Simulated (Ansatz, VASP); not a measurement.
# One calculation of Fe, two programs

The input INCAR:

```
SYSTEM = Fe
ALGO = Fast ; EDIFF = 1E-6
ENCUT = 520 ; GGA = PE
ISIF = 2 ; ISMEAR = 0
ISPIN = 2 ; LASPH = .TRUE.
LCHARG = .TRUE. ; LELF = .TRUE.
LMAXMIX = 4 ; LORBIT = 11
LREAL = .FALSE. ; LVHAR = .TRUE.
LWAVE = .FALSE. ; MAGMOM = 2.44
NBANDS = 14 ; NELM = 150
PREC = Accurate ; SIGMA = 0.15
```

File KPOINTS:

```
k-points
0
G
  10 10 10
  0 0 0
```

Contents of POSCAR:

```
Fe
1.0
   -1.3638161386      1.4157750842      1.3827875247
    1.3638161386     -1.4157750842      1.3827875247
    1.3638161386      1.4157750842     -1.3827875247
Fe
1
Direct
    0.0000000000      0.0000000000      0.0000000000
```

Input for Ansatz:

```yaml
crystal:
  lattice:
    - [-1.3638161386, 1.4157750842, 1.3827875247]
    - [1.3638161386, -1.4157750842, 1.3827875247]
    - [1.3638161386, 1.4157750842, -1.3827875247]
  atoms:
    - { symbol: Fe, position: [0.0, 0.0, 0.0], spin: 2.44 }
basis:
  ecutwfc: 520.0
kpoints:
  mp_grid: { grid: [10, 10, 10] }
hamiltonian:
  xc: pbe
scf:
  occupations: { method: gaussian, width: 0.15 }
output:
  forces: true
  stress: true
  eigenvalues: true
  populations: true
magnetization:
  spin_polarized: true
```

Change from the starting cell: normal strain along x -0.0367, normal strain along z -0.0233.

Alike in both runs: task single point; functional PBE; k mesh 10 × 10 × 10; occupations gaussian, width 0.15 eV; collinear spin.

```csv
,VASP,Ansatz
version,VASP 6.6.1,Ansatz 0.2.0
potentials or method,"VASP PAW PBE potentials, release 64 (Fe)","scalar-relativistic, plane waves, PAW"
plane-wave cutoff (eV),520,520
valence electrons in the cell,8,16
```

|  | VASP | Ansatz | Ansatz less VASP |
| --- | --- | --- | --- |
| gap on the k mesh at the Fermi level (eV) | none | none | - |
| pressure (GPa) | 13.8 | 14.3 | +0.43 |
| largest component of the traceless stress (GPa) | 3.59 | 3.48 | -0.111 |
| net moment per atom (μB) | 2.10 | 2.10 | -0.008 |
| size of the moment on the site where the two differ most (μB) | 2.09 | 2.14 | +0.043 |

Site moments also hang on the region over which each program counts them. A gap of «none» marks a metal or a gap that the smearing closes. The two sets of potentials don't hold the same shells in valence.
